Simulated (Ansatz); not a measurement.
# GaN: equation of state with PBEsol

GaN:

```
CELL_PARAMETERS angstrom
3.18000 0.00000 0.00000
-1.59000 2.75396 0.00000
0.00000 0.00000 5.16600
ATOMIC_POSITIONS crystal
Ga 0.66667 0.33333 0.50000
Ga 0.33333 0.66667 0.00000
N 0.66667 0.33333 0.87500
N 0.33333 0.66667 0.37500
```

```yaml
Program: Ansatz 0.2.0
Task: equation of state
Functional: PBEsol
Potentials_or_basis: all-electron LAPW, scalar-relativistic
Basis_error_allowed: 0.002 eV/atom
k_mesh: 10 × 10 × 5
Occupations: fermi-dirac, width 0.05 eV
Spin: no spin polarisation
```

```json
{
  "Equilibrium volume": "11.37 Å³/atom",
  "Bulk modulus at fixed shape and positions": "189 GPa",
  "Pressure derivative of the bulk modulus": "4.4"
}
```

Energy against volume, from the lowest point:
| volume (Å³/atom) | energy (meV/atom) |
| --- | --- |
| 10.632 | 31.71 |
| 10.858 | 14.61 |
| 11.084 | 4.26 |
| 11.310 | 0.00 |
| 11.537 | 1.19 |
| 11.763 | 7.29 |
| 11.989 | 17.80 |

All runs of the series together: 2.6 min on 2 threads of Arm Neoverse V2, with other jobs on the host.

Caveat: the cell was scaled at fixed shape and fractional positions, which overstates the stiffness of a crystal with free parameters, most of all of layers and chains.
